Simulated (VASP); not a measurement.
Calculation: revPBE GGA, VASP's PBE PAW potentials (set 64) (plane waves; VASP 6.6.1).

A VASP calculation is set up with these files.

**INCAR**
```
SYSTEM = MgF2
PREC = Accurate
ENCUT = 520
EDIFF = 1E-7
NELM = 100
ALGO = Normal
LREAL = .FALSE.
LASPH = .TRUE.
ISMEAR = 0
SIGMA = 0.05
GGA = RE
LWAVE = .FALSE.
LCHARG = .FALSE.
ISIF = 4
IBRION = 2
NSW = 30
EDIFFG = -0.01
```

### KPOINTS
```
Automatic
0
G
  5 5 7
```

### POSCAR
```
MgF2
1
    4.7898953009     0.0000000000     0.0000000000
    0.0000000000     4.7898953009     0.0000000000
    0.0000000000     0.0000000000     3.1505745277
Mg F
2 4
Direct
  1.0000000000   0.0000000000   0.0000000000
  0.5000000000   0.5000000000   0.5000000000
  0.3035778638   0.3035778638   0.0000000000
  0.8035778638   0.1964221362   0.5000000000
  0.1964221362   0.8035778638   0.5000000000
  0.6964221362   0.6964221362   0.0000000000
```

POTCAR, in this order: Mg F (PBE.64 set). Program: vasp_std.

Output

**OUTCAR**
```
 ion  position               nearest neighbor table
   1  0.000  0.000  0.000-   3 2.06   6 2.06   5 2.06   4 2.06   4 2.06   5 2.06
   2  0.500  0.500  0.500-   4 2.06   5 2.06   3 2.06   6 2.06   3 2.06   6 2.06
   3  0.304  0.304  0.000-   1 2.06   2 2.06   2 2.06
   4  0.804  0.196  0.500-   2 2.06   1 2.06   1 2.06
   5  0.196  0.804  0.500-   2 2.06   1 2.06   1 2.06
   6  0.696  0.696  0.000-   1 2.06   2 2.06   2 2.06
  LATTYP: Found a simple tetragonal cell.
 ALAT       =     4.7898953009
 C/A-ratio  =     0.6577543620
 Subroutine PRICEL returns:
 Original cell was already a primitive cell.
 Subroutine GETGRP returns: Found 16 space group operations
The static configuration has the point symmetry D_2h.
 The point group associated with its full space group is D_4h.
The dynamic configuration has the point symmetry D_2h.
 Subroutine INISYM returns: Found 16 space group operations
 Subroutine IBZKPT returns following result:
 Found     24 irreducible k-points:

 Following reciprocal coordinates:
            Coordinates               Weight
  0.000000  0.000000  0.000000      1.000000
  0.200000  0.000000  0.000000      4.000000
  0.400000  0.000000  0.000000      4.000000
...
```

**OSZICAR**
```
       N       E                     dE             d eps       ncg     rms          rms(c)
DAV:   1     0.203333754923E+03    0.20333E+03   -0.18038E+04  1024   0.148E+03
DAV:   2    -0.223068963115E+02   -0.22564E+03   -0.21945E+03  1292   0.331E+02
DAV:   3    -0.326321698021E+02   -0.10325E+02   -0.10290E+02  1132   0.736E+01
DAV:   4    -0.327054590792E+02   -0.73289E-01   -0.73273E-01  1096   0.708E+00
DAV:   5    -0.327059571689E+02   -0.49809E-03   -0.49808E-03  1100   0.595E-01    0.102E+01
DAV:   6    -0.299577328799E+02    0.27482E+01   -0.11969E+01  1104   0.261E+01    0.320E+00
DAV:   7    -0.300080524786E+02   -0.50320E-01   -0.14079E-01  1020   0.279E+00    0.200E+00
DAV:   8    -0.300717495228E+02   -0.63697E-01   -0.98051E-02  1088   0.341E+00    0.199E-01
DAV:   9    -0.300744896293E+02   -0.27401E-02   -0.68473E-03  1088   0.629E-01    0.895E-02
DAV:  10    -0.300749248010E+02   -0.43517E-03   -0.54796E-04  1084   0.204E-01    0.222E-02
DAV:  11    -0.300749380088E+02   -0.13208E-04   -0.13008E-04  1100   0.912E-02    0.208E-02
DAV:  12    -0.300749353806E+02    0.26282E-05   -0.63256E-05  1060   0.628E-02    0.438E-03
DAV:  13    -0.300749351645E+02    0.21609E-06   -0.20038E-06  1112   0.118E-02    0.300E-04
DAV:  14    -0.300749351740E+02   -0.95611E-08   -0.23380E-08   656   0.142E-03
   1 F= -.30074935E+02 E0= -.30074935E+02  d E =-.300749E+02
       N       E                     dE             d eps       ncg     rms          rms(c)
DAV:   1    -0.300757021732E+02   -0.76701E-03   -0.30062E-01   960   0.509E+00    0.176E-01
DAV:   2    -0.300759913098E+02   -0.28914E-03   -0.60874E-03  1108   0.665E-01    0.970E-02
DAV:   3    -0.300758398672E+02    0.15144E-03   -0.11835E-04  1096   0.131E-01    0.330E-02
DAV:   4    -0.300758243954E+02    0.15472E-04   -0.53472E-05  1108   0.755E-02    0.669E-03
DAV:   5    -0.300758250299E+02   -0.63445E-06   -0.51242E-06  1040   0.184E-02    0.415E-03
DAV:   6    -0.300758252535E+02   -0.22361E-06   -0.41127E-07  1076   0.684E-03    0.117E-03
DAV:   7    -0.300758253003E+02   -0.46819E-07   -0.95517E-08   720   0.294E-03
   2 F= -.30075825E+02 E0= -.30075825E+02  d E =-.890126E-03
       N       E                     dE             d eps       ncg     rms          rms(c)
DAV:   1    -0.300760545533E+02   -0.22930E-03   -0.80189E-01   960   0.832E+00    0.288E-01
DAV:   2    -0.300768218846E+02   -0.76733E-03   -0.16223E-02  1104   0.109E+00    0.159E-01
DAV:   3    -0.300764176634E+02    0.40422E-03   -0.32057E-04  1096   0.215E-01    0.541E-02
DAV:   4    -0.300763754305E+02    0.42233E-04   -0.14143E-04  1112   0.123E-01    0.109E-02
DAV:   5    -0.300763771612E+02   -0.17307E-05   -0.13602E-05  1036   0.299E-02    0.685E-03
DAV:   6    -0.300763777812E+02   -0.61994E-06   -0.10929E-06  1084   0.111E-02    0.199E-03
DAV:   7    -0.300763779206E+02   -0.13945E-06   -0.28505E-07  1060   0.495E-03    0.950E-04
DAV:   8    -0.300763779155E+02    0.51123E-08   -0.47996E-08   644   0.264E-03
   3 F= -.30076378E+02 E0= -.30076378E+02  d E =-.144274E-02
```

**OUTCAR**
```
------------------------ aborting loop because EDIFF is reached ----------------------------------------
  FORCE on cell =-STRESS in cart. coord.  units (eV):
  Direction    XX          YY          ZZ          XY          YZ          ZX
  --------------------------------------------------------------------------------------
  Total       -1.0499017     -1.0499017     -1.0509462      0.0000000      0.0000000      0.0000000
  in kB      -23.2711278    -23.2711278    -23.2942781      0.0000000      0.0000000      0.0000000
  external PRESSURE =     -23.2788445 kB  Pullay stress =       0.0000000 kB
  volume of cell :       72.28
      direct lattice vectors                 reciprocal lattice vectors
     4.799294219  0.000000000  0.000000000     0.208363971  0.000000000  0.000000000
     0.000000000  4.799294219  0.000000000    -0.000000000  0.208363971  0.000000000
     0.000000000  0.000000000  3.138246466     0.000000000  0.000000000  0.318649287
 POSITION                                       TOTAL-FORCE (eV/Angst)
 -----------------------------------------------------------------------------------
      0.00000      0.00000      0.00000         0.000000      0.000000     -0.000000
      2.39965      2.39965      1.56912         0.000000      0.000000     -0.000000
      1.46232      1.46232      0.00000        -0.000229     -0.000229      0.000000
      3.86197      0.93732      1.56912        -0.000229      0.000229     -0.000000
      0.93732      3.86197      1.56912         0.000229     -0.000229     -0.000000
      3.33697      3.33697      0.00000         0.000229      0.000229     -0.000000
 -----------------------------------------------------------------------------------
    total drift:                                0.000000      0.000000      0.000000
  FREE ENERGIE OF THE ION-ELECTRON SYSTEM (eV)
  ---------------------------------------------------
  free  energy   TOTEN  =       -30.0763779155 eV

  energy  without entropy=      -30.0763779155  energy(sigma->0) =      -30.07637792

 reached required accuracy - stopping structural energy minimisation
```
(Selected blocks of OUTCAR.)

CONTCAR:
```
MgF2
   1.00000000000000
     4.7992942192882495    0.0000000000000000    0.0000000000000000
     0.0000000000000000    4.7992942192882495    0.0000000000000000
     0.0000000000000000    0.0000000000000000    3.1382464663198348
  Mg              F
     2     4
Direct
     0.0000000000000000    0.0000000000000000    0.0000000000000000
     0.5000000000000000    0.5000000000000000    0.5000000000000000
     0.3046953247592430    0.3046953247592430    0.0000000000000000
     0.8046953247592430    0.1953046752407570    0.5000000000000000
     0.1953046752407570    0.8046953247592430    0.5000000000000000
     0.6953046752407570    0.6953046752407570    0.0000000000000000
```

File OUTCAR:
```
 val. band max:       -1.6448232296   @ k =   0.0000   0.0000   0.0000

 cond. band min:       5.0372773714   @ k =   0.0000   0.0000   0.0000


 Fermi energy:        -1.4372653006

 k-point     1 :       0.0000    0.0000    0.0000
  band No.  band energies     occupation
      1     -22.1139      2.00000
      2     -21.4954      2.00000
      3     -21.4954      2.00000
      4     -21.4358      2.00000
      5      -5.3032      2.00000
      6      -3.7040      2.00000
      7      -3.4980      2.00000
      8      -3.4980      2.00000
      9      -3.3381      2.00000
     10      -3.3282      2.00000
     11      -2.7378      2.00000
     12      -2.7378      2.00000
     13      -2.3502      2.00000
     14      -1.9463      2.00000
     15      -1.9463      2.00000
     16      -1.6448      2.00000
     17       5.0373      0.00000
     18      10.1945      0.00000
     19      10.1945      0.00000
     20      11.5879      0.00000

 k-point     2 :       0.2000    0.0000    0.0000
  band No.  band energies     occupation
      1     -22.0648      2.00000
      2     -21.5890      2.00000
      3     -21.4817      2.00000
      4     -21.4092      2.00000
      5      -5.1748      2.00000
      6      -3.9048      2.00000
      7      -3.6864      2.00000
      8      -3.2915      2.00000
      9      -3.2761      2.00000
     10      -3.0305      2.00000
     11      -2.7995      2.00000
     12      -2.7006      2.00000
     13      -2.3863      2.00000
     14      -2.2318      2.00000
     15      -1.9688      2.00000
     16      -1.7270      2.00000
     17       5.4916      0.00000
     18       9.4053      0.00000
     19      10.4364      0.00000
     20      11.7645      0.00000

 k-point     3 :       0.4000    0.0000    0.0000
  band No.  band energies     occupation
      1     -21.9326      2.00000
      2     -21.7562      2.00000
      3     -21.4482      2.00000
      4     -21.4153      2.00000
      5      -4.8411      2.00000
...
```

The compound is MgF2 in the rutile structure. This cell is one point of a volume scan, at 1.03 of the reference volume. Symmetry was kept, so distortions that lower it aren't found.
